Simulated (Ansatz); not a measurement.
TiSe:

```
CELL_PARAMETERS angstrom
0.00000 3.10300 3.10300
3.10300 0.00000 3.10300
3.10300 3.10300 0.00000
ATOMIC_POSITIONS crystal
Ti 0.00000 0.00000 0.00000
Se 0.25000 0.25000 0.25000
```

The cell comes from a database or a generator and needn't be the stable form of this composition.

Base run:

```yaml
Program: Ansatz 0.2.0
Functional: r2SCAN
Potentials_or_basis: Ansatz PAW
Cutoff: 500 eV
Density_cutoff: 2000 eV
k_mesh: 8 × 8 × 8
Occupations: fermi-dirac, width 0.05 eV
Spin: no spin polarisation
```

Its results: band gap on the k mesh none (metal or under the smearing width); pressure -11.2 GPa.

Problem. The run is repeated on the same cell with these changes: hubbard terms from none to Ti d U = 2 eV; hubbard projectors from none to ortho-atomic (the default). What comes out?

Solution. Band gap on the k mesh none (metal or under the smearing width); pressure -9.7 GPa.

Caveats: the PAW data sets come from PBE, with cores solved anew for the run's functional, which leaves a small shift of forces and pressure; the density of states is complete only up to the lowest level of the last band computed; U without spin polarisation on a metal has little footing (some runs).

Not every run made on this cell is shown here.
